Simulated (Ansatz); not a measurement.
Set up this calculation in Ansatz 0.2.0, as the native input.

- Task: single point
- Functional: PBE
- Potentials or basis: Ansatz PAW
- Cutoff: 420 eV (not typed: the program's choice for these potentials)
- k mesh: 8 × 8 × 8
- Occupations: gaussian, width 0.021 eV
- Spin: no spin polarisation

The system is ZnSe (Stilleite).

```
Se Zn
1.0
     0.00000    2.83380    2.83380
     2.83380    0.00000    2.83380
     2.83380    2.83380    0.00000
Se Zn
1 1
Direct
  0.75000 0.75000 0.75000
  0.00000 0.00000 0.00000
```

The input as run:

input.yaml

```yaml
crystal:
  lattice:
    - [0.0, 2.8338, 2.8338]
    - [2.8338, 0.0, 2.8338]
    - [2.8338, 2.8338, 0.0]
  atoms:
    - { symbol: Se, position: [0.75, 0.75, 0.75] }
    - { symbol: Zn, position: [0.0, 0.0, 0.0] }
hamiltonian:
  xc: pbe
  pseudopotentials: { kind: paw }
kpoints:
  mp_grid: { grid: [8, 8, 8] }
scf:
  occupations: { method: gaussian, width: 0.021 }
output:
  forces: true
  stress: true
  eigenvalues: true
  write_density: true
  write_potential: true
  elf: true
  volumetric_format: npy
```

Potentials or basis: Ansatz PAW.

The run is started by

```sh
$ ansatz run input.yaml --threads 2 --pin off --max-ram 5632MiB --backend cpu --events-out ev --progress --plain --runs-dir out
```

It gave:

The pressure is 2.1 GPa and the band gap on the k mesh is 1.29 eV, direct.

Run time: 2.1 s on 2 threads of Intel(R) Xeon(R) Processor @ 2.70GHz, with other jobs on the host, peak memory 0.36 GiB.
